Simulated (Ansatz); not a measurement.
Density of states of KF (Fm-3m, a = 5.419 Å, b = 5.419 Å, c = 5.419 Å, α = 90.00°, β = 90.00°, γ = 90.00°), in states per eV and primitive cell, averaged over bins of 0.3 eV. Method: Ansatz 0.2.0, DFT PBE, scalar-relativistic, plane waves, PAW.

Settings: cutoff 420 eV, Γ-centred mesh 8×8×8 on the computed 2-atom cell, Gaussian smearing of 0.02 eV; no spin polarisation.

The cell is relaxed at this level. The states (both spins) are summed by tetrahedra on a 12×12×12 mesh at the self-consistent density. Energies are bin centres; the table starts no lower than −8 eV and ends at 6 eV, or lower where the solved bands end.

The gap is 5.97 eV at this level, with the zero inside it.

```csv
E − E_F (eV),total,F 2p,K 4s,K 3p,F 2s
-3.60,3.21,2.98,0.17,0.01,0.00
-3.30,11.06,10.70,0.10,0.09,0.00
-3.00,5.74,5.61,0.00,0.06,0.00
-2.70,0.00,0.00,0.00,0.00,0.00
-2.40,0.00,0.00,0.00,0.00,0.00
-2.10,0.00,0.00,0.00,0.00,0.00
-1.80,0.00,0.00,0.00,0.00,0.00
-1.50,0.00,0.00,0.00,0.00,0.00
-1.20,0.00,0.00,0.00,0.00,0.00
-0.90,0.00,0.00,0.00,0.00,0.00
-0.60,0.00,0.00,0.00,0.00,0.00
-0.30,0.00,0.00,0.00,0.00,0.00
0.00,0.00,0.00,0.00,0.00,0.00
0.30,0.00,0.00,0.00,0.00,0.00
0.60,0.00,0.00,0.00,0.00,0.00
0.90,0.00,0.00,0.00,0.00,0.00
1.20,0.00,0.00,0.00,0.00,0.00
1.50,0.00,0.00,0.00,0.00,0.00
1.80,0.00,0.00,0.00,0.00,0.00
2.10,0.00,0.00,0.00,0.00,0.00
2.40,0.00,0.00,0.00,0.00,0.00
2.70,0.00,0.00,0.00,0.00,0.00
3.00,0.01,0.00,0.01,0.00,0.00
3.30,0.06,0.00,0.05,0.00,0.01
3.60,0.10,0.00,0.08,0.00,0.01
3.90,0.14,0.01,0.11,0.00,0.01
4.20,0.18,0.01,0.15,0.00,0.02
4.50,0.22,0.01,0.18,0.00,0.02
4.80,0.28,0.02,0.23,0.01,0.02
5.10,0.35,0.02,0.28,0.01,0.02
5.40,0.77,0.03,0.35,0.01,0.02
5.70,1.29,0.04,0.48,0.01,0.02
```

The columns after the total are the Löwdin projections on the occupied valence shells of the potentials. The rest of the total lies in shells that are empty in the free atom, which aren't projected, and between the atoms.

Cost: 1 run of about 0.16 core-minutes, on Arm Neoverse V1 (shared hosts).